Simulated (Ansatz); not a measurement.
**Kick test of a cell of ZrSi2O6**

It was reached by relaxing an invented guess, and it needn't be the stable form of this composition.

All numbers below come from DFT PBE, scalar-relativistic, plane waves, PAW in Ansatz 0.2.0. Settings: cutoff 420 eV, Γ-centred mesh 6×6×4 on the computed 9-atom cell, Gaussian smearing of 0.02 eV; no spin polarisation.

The cell below (9 atoms, space group C222 (No. 21)) is relaxed within its symmetry.

```
CELL_PARAMETERS angstrom
2.60598 -4.98067 0.00000
2.60598 4.98067 0.00000
0.00000 0.00000 6.04030
ATOMIC_POSITIONS crystal
Zr 0.50000 0.50000 0.50000
Si 0.00000 0.50000 0.84476
Si 0.50000 0.00000 0.15524
O 0.82337 0.58743 0.68961
O 0.22327 0.77673 0.00000
O 0.58743 0.82337 0.31039
O 0.17663 0.41257 0.68961
O 0.77673 0.22327 0.00000
O 0.41257 0.17663 0.31039
```

For the test it was strained at random (σ = 1.5 % a component), the atoms were moved at random (σ = 0.15 Å), and all was relaxed again on a coarse 4×4×2 mesh (in the run’s order of axes) with 0.10 eV smearing, with no symmetry imposed.

**Question.** What happens?

**Answer.** It doesn't return. The energy falls by 7 meV/atom on that mesh, the volume changes by -6.0 %, and the end has space group C2 (No. 5) at a loose tolerance. Relaxed again on a 6×6×4 mesh with 0.02 eV smearing, the new structure lies 7 meV/atom below the first (mesh in the axes of the run's cell; the cell below is made exact in the group named). Space group C2 (No. 5), monoclinic, a = 9.975 Å, b = 5.007 Å, c = 5.898 Å, β = 91.8°. Zr is surrounded by 4 O at 1.96–1.97 Å; around Si lie 4 O at 1.63–1.64 Å; O on its first site is surrounded by 1 Si at 1.63 Å and 1 Zr at 1.97 Å; O on its second site has 2 Si at 1.64 Å; 1 more site not described.

```yaml
crystal:
  lattice:
    - [4.98732, -2.50341, 0.00000]
    - [4.98732, 2.50341, 0.00000]
    - [-0.18573, 0.00000, 5.89476]
  atoms:
    - { symbol: Zr, position: [0.54281, 0.45719, 0.50000] }
    - { symbol: Si, position: [0.98620, 0.51968, 0.15472] }
    - { symbol: Si, position: [0.48032, 0.01380, 0.84528] }
    - { symbol: O, position: [0.87542, 0.37127, 0.31609] }
    - { symbol: O, position: [0.15376, 0.30652, 0.93076] }
    - { symbol: O, position: [0.62873, 0.12458, 0.68391] }
    - { symbol: O, position: [0.20833, 0.56879, 0.29716] }
    - { symbol: O, position: [0.69348, 0.84624, 0.06924] }
    - { symbol: O, position: [0.43121, 0.79167, 0.70284] }
```
